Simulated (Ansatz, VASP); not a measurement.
One calculation of Ag, two programs

```
Ag
1.0
     5.53744    0.00000    0.00000
    -2.76872    4.79557    0.00000
     0.00000    0.00000    2.80319
Ag
4
Direct
  0.50000 0.00000 0.00000
  0.00000 0.50000 0.00000
  0.50000 0.50000 0.00000
  0.00000 0.00000 0.50000
```

Alike in both runs: functional PBE; k mesh 12 × 12 × 16; occupations gaussian, width 0.1 eV; no spin polarisation.

Ansatz relaxed the structure, and its values are those at the end. VASP's run is a single point on that final structure, the one shown.

|  | VASP | Ansatz |
| --- | --- | --- |
| version | VASP 6.6.1 | Ansatz 0.2.0 |
| potentials or method | VASP PAW PBE potentials, release 64 (Ag) | scalar-relativistic, plane waves, PAW |
| plane-wave cutoff (eV) | 520 | 420 |
| valence electrons in the cell | 44 | 76 |

VASP gave:

| Quantity | Value |
| --- | --- |
| gap on the k mesh at the Fermi level (eV) | none |
| pressure (GPa) | -0.1 |

Q: What did Ansatz give for the same quantities?

A: gap on the k mesh at the Fermi level (eV): none; pressure (GPa): 0.0.

A gap of «none» marks a metal or a gap that the smearing closes. The two sets of potentials don't hold the same shells in valence.
